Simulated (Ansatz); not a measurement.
# AlO2: the cost of one run

Method: DFT PBE, scalar-relativistic, plane waves, PAW, in Ansatz 0.2.0.

4 further runs of the same task are left out: 4 set aside as unsound or not needed.

## Step 1: The structure to begin with

It takes space group P6_422 (No. 181, hexagonal). The conventional cell has a = 4.018 Å, b = 4.018 Å, c = 5.601 Å, α = 90.00°, β = 90.00°, γ = 120.00°. Around Al (site symmetry 222) lie 10 O at 2.21 to 2.35 Å. O (site symmetry 2) is surrounded by 5 O at 2.18 to 2.35 Å and 5 Al at 2.21 to 2.35 Å.

Coordinates:

```
CELL_PARAMETERS angstrom
4.01761 0.00000 0.00000
-2.00880 3.47935 0.00000
0.00000 0.00000 5.60071
ATOMIC_POSITIONS crystal
Al 0.50000 0.00000 0.00000
Al 0.50000 0.50000 0.66667
Al 0.00000 0.50000 0.33333
O 0.16260 0.32520 0.00000
O 0.83740 0.16260 0.66667
O 0.67480 0.83740 0.33333
O 0.83740 0.67480 0.00000
O 0.16260 0.83740 0.66667
O 0.32520 0.16260 0.33333
```

This is candidate A: VSi2 type (P6_422, No. 181).

(A quick probe on a coarse mesh, which set the mesh and smearing, is not shown.)

## Step 3: A loose first relaxation (candidate A)

File input.yaml:

```yaml
crystal:
  lattice:
    - [4.0176070682, 0.0, 0.0]
    - [-2.0088035341, 3.4793497834, 0.0]
    - [0.0, 0.0, 5.600714925]
  atoms:
    - { symbol: Al, position: [0.5, 0.0, 0.0] }
    - { symbol: Al, position: [0.5, 0.5, 0.6666666667] }
    - { symbol: Al, position: [0.0, 0.5, 0.3333333333] }
    - { symbol: O, position: [0.1626, 0.3252, 0.0] }
    - { symbol: O, position: [0.8374, 0.1626, 0.6666666667] }
    - { symbol: O, position: [0.6748, 0.8374, 0.3333333333] }
    - { symbol: O, position: [0.8374, 0.6748, 0.0] }
    - { symbol: O, position: [0.1626, 0.8374, 0.6666666667] }
    - { symbol: O, position: [0.3252, 0.1626, 0.3333333333] }
basis:
  ecutwfc: 420
kpoints:
  mp_grid: { grid: [6, 6, 4] }
hamiltonian:
  xc: pbe
scf:
  occupations: { method: gaussian, width: 0.1 }
  lower_state_search: "off"
output:
  forces: true
  stress: true
  eigenvalues: true
relax:
  adjacent_minimum: "off"
  f_tol: 0.04
  max_steps: 70
  cell: { stress_tol: 0.4 }
```

The run is started by

```
ansatz run input.yaml --threads 1 --pin off --max-ram 2560MiB --backend cpu --events-out ev --progress --plain --runs-dir out
```

**Question.** How long does this run take on 1 thread of Intel Xeon 6975P-C (Granite Rapids), shared host, and how much memory does it need?

About 63 s, with a peak of 0.39 GiB.
